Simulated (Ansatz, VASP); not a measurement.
Two plane-wave programs on Mn

```xyz
2
Lattice="0.0000 2.2527 2.2527 2.2527 0.0000 2.2527 2.2527 2.2527 0.0000" Properties=species:S:1:pos:R:3 pbc="T T T"
Mn    0.0000    0.0000    0.0000
Mn    2.2527    2.2527    2.2527
```

Alike in both runs: task single point; functional PBEsol; k mesh 13 × 13 × 13; occupations fermi-dirac, width 0.05 eV; collinear spin.

|  | VASP | Ansatz |
| --- | --- | --- |
| version | VASP 6.6.1 | Ansatz 0.2.0 |
| potentials or method | VASP PAW PBE potentials, release 64 (Mn_pv) | plane waves (420 eV) with PAW, scalar-relativistic |
| plane-wave cutoff (eV) | 520 | 420 |
| valence electrons in the cell | 26 | 30 |

|  | VASP | Ansatz | Ansatz less VASP |
| --- | --- | --- | --- |
| pressure (GPa) | 13.5 | 13.1 | -0.46 |
| net moment per atom (μB) | 0.00 | 0.00 | 0.000 |
| size of the moment on the site where the two differ most (μB) | 1.68 | 1.56 | -0.118 |

Site moments also hang on the region over which each program counts them. The two sets of potentials don't hold the same shells in valence. Ansatz warned: «pseudo_functional_mismatch».

Caveats: the PAW data sets were made with another functional, which shifts forces and pressure a little (VASP).
